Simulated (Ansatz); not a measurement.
**Ti: single point with PBEsol**

The system is Ti.

```
CELL_PARAMETERS angstrom
-1.64100 1.64100 1.64100
1.64100 -1.64100 1.64100
1.64100 1.64100 -1.64100
ATOMIC_POSITIONS crystal
Ti 0.00000 0.00000 0.00000
```

This isn't the form of Ti at room conditions, which is hcp.

```
Program             : Ansatz 0.2.0
Task                : single point
Functional          : PBEsol
Potentials or basis : all-electron LAPW, scalar-relativistic
Cutoff              : 227 eV (chosen from the basis error)
Basis error allowed : 0.001 eV/atom
k mesh              : 11 × 11 × 11
Occupations         : fermi-dirac, width 0.05 eV
Spin                : no spin polarisation
```

* Pressure: -6.8 GPa
* Band gap on the k mesh: none (metal or under the smearing width)

Levels at points of the mesh, in eV from the Fermi level:
| k point | band 3 | band 4 | band 5 | band 6 | band 7 | band 8 | band 9 | band 10 |
| --- | --- | --- | --- | --- | --- | --- | --- | --- |
| (0.00, 0.00, 0.00) | -32.26 | -32.26 | -5.89 | 0.98 | 0.98 | 0.98 | 2.72 | 2.72 |

It took 2 s on 1 thread of Arm Neoverse V2 (shared host), peak memory 0.21 GiB.
